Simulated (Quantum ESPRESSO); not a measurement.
## KF (Carobbiite): equation of state with r2SCAN

The system is KF (Carobbiite).

```
K F
1.0
     0.00000    2.67185    2.67185
     2.67185    0.00000    2.67185
     2.67185    2.67185    0.00000
K F
1 1
Direct
  0.00000 0.00000 0.00000
  0.50000 0.50000 0.50000
```

```json
{
 "Program": "Quantum ESPRESSO 7.5",
 "Task": "equation of state",
 "Functional": "r2SCAN",
 "Potentials or basis": "SG15 PBE 1.2",
 "Cutoff": "1197 eV",
 "Density cutoff": "4789 eV",
 "k mesh": "7 × 7 × 7",
 "Occupations": "fermi-dirac, width 0.05 eV",
 "Spin": "no spin polarisation"
}
```

```json
{
  "Equilibrium volume": "18.72 Å³/atom",
  "Bulk modulus": "36 GPa",
  "Pressure derivative of the bulk modulus": "4.9"
}
```

Energy against volume, from the lowest point:
| volume (Å³/atom) | energy (meV/atom) |
| --- | --- |
| 17.929 | 4.06 |
| 18.311 | 1.04 |
| 18.692 | 0.00 |
| 19.074 | 0.70 |
| 19.455 | 2.95 |
| 19.837 | 6.56 |
| 20.218 | 11.39 |

All runs of the series together: 8.4 min on 4 threads of Intel(R) Xeon(R) 6975P-C (Granite Rapids), with other jobs on the host.

Caveat: the potentials were made for another functional, which shifts forces and pressure.
